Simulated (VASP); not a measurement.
Ta3N: band structure with PBEsol

Crystal: Ta3N.

```
Ta N
1.0
     3.03222    0.00000    0.00000
    -1.51611    2.62598    0.00000
     0.00000    0.00000    7.52414
Ta N
3 1
Direct
  0.66667 0.33333 0.82607
  0.33333 0.66667 0.17393
  0.00000 0.00000 0.50000
  0.00000 0.00000 0.00000
```

The cell comes from a database or a generator and needn't be the stable form of this composition.

| Property | Result |
| --- | --- |
| Program | VASP 6.6.1 |
| Task | band structure |
| Functional | PBEsol |
| Potentials or basis | VASP PAW PBE potentials, release 64 (Ta_pv, N) |
| Cutoff | 520 eV |
| k mesh | 7 × 7 × 3 |
| Occupations | fermi-dirac, width 0.05 eV |
| Spin | no spin polarisation |
| Further INCAR settings | ALGO = Fast; EDIFF = 1e-06; NBANDS = 27 |

```json
{
  "Band gap along the path": "none (metal or under the smearing width)"
}
```

Levels at the corners of the path, in eV from the Fermi level:
```csv
point,band 16,band 17,band 18,band 19,band 20,band 21,band 22,band 23
Γ,-1.39,-0.51,-0.51,-0.33,0.25,0.25,0.93,1.83
M,-3.13,-1.18,-0.52,0.17,0.66,0.87,3.46,3.99
M,-3.13,-1.18,-0.52,0.17,0.66,0.87,3.46,3.99
K,-2.41,-1.41,-1.41,-0.54,0.49,0.49,3.18,3.18
K,-2.41,-1.41,-1.41,-0.54,0.49,0.49,3.18,3.18
Γ,-1.39,-0.51,-0.51,-0.33,0.25,0.25,0.93,1.83
Γ,-1.39,-0.51,-0.51,-0.33,0.25,0.25,0.93,1.83
A,-1.25,-1.15,-0.30,-0.30,0.53,0.53,1.21,1.25
A,-1.25,-1.15,-0.30,-0.30,0.53,0.53,1.21,1.25
L,-2.91,-1.33,-1.26,0.14,0.93,1.23,2.37,4.36
L,-2.91,-1.33,-1.26,0.14,0.93,1.23,2.37,4.36
H,-2.43,-1.44,-1.44,-1.43,0.40,0.40,3.00,3.00
H,-2.43,-1.44,-1.44,-1.43,0.40,0.40,3.00,3.00
A,-1.25,-1.15,-0.30,-0.30,0.53,0.53,1.21,1.25
L,-2.91,-1.33,-1.26,0.14,0.93,1.23,2.37,4.36
M,-3.13,-1.18,-0.52,0.17,0.66,0.87,3.46,3.99
K,-2.41,-1.41,-1.41,-0.54,0.49,0.49,3.18,3.18
H,-2.43,-1.44,-1.44,-1.43,0.40,0.40,3.00,3.00
```

Wall time 3.7 min on 1 thread of Intel(R) Xeon(R) Platinum 8375C CPU @ 2.90GHz (Ice Lake), on a shared host, peak memory 0.34 GiB.

Caveat: the log is that of the step along the path at fixed density, whose energy, stress, charges and moments have no meaning; spin-orbit coupling is left out, which moves the levels of the heavy elements.
